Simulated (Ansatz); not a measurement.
Input of an Ansatz 0.2.0 run:

File input.yaml:

```yaml
crystal:
  lattice:
    - [0.0, 3.2319988239, 3.2319988239]
    - [3.2319988239, 0.0, 3.2319988239]
    - [3.2319988239, 3.2319988239, 0.0]
  atoms:
    - { symbol: Te, position: [0.25, 0.25, 0.25] }
    - { symbol: Mg, position: [0.0, 0.0, 0.0] }
hamiltonian:
  xc: pbe
  pseudopotentials: { kind: paw }
kpoints:
  mp_grid: { grid: [5, 5, 5] }
scf:
  occupations: { method: fixed }
phonons:
  method: dfpt
  dielectric: true
  rigid_motions: translations
```

Potentials or basis: Ansatz PAW.

The run is started by

```bash
$ ansatz run input.yaml --threads 2 --pin off --max-ram 5632MiB --backend cpu --events-out ev --progress --plain --runs-dir out
```

Problem. What does it give for the highest phonon frequency at Γ, LO-TO splitting left out?

Solution. 237 cm⁻¹.

Problem. Estimate the band gap on the k mesh.

Solution. 2.42 eV, direct.

Phonon frequencies in cm⁻¹ (negative: imaginary):
| q point | frequencies |
| --- | --- |
| (0.000, 0.000, 0.000) | 0 0 0 237 237 237 |

Caveat: odd divisions of the mesh miss points on the zone boundary, where band edges often lie, so the gap on the mesh can be too wide; spin-orbit coupling is left out, which moves the levels of the heavy elements.
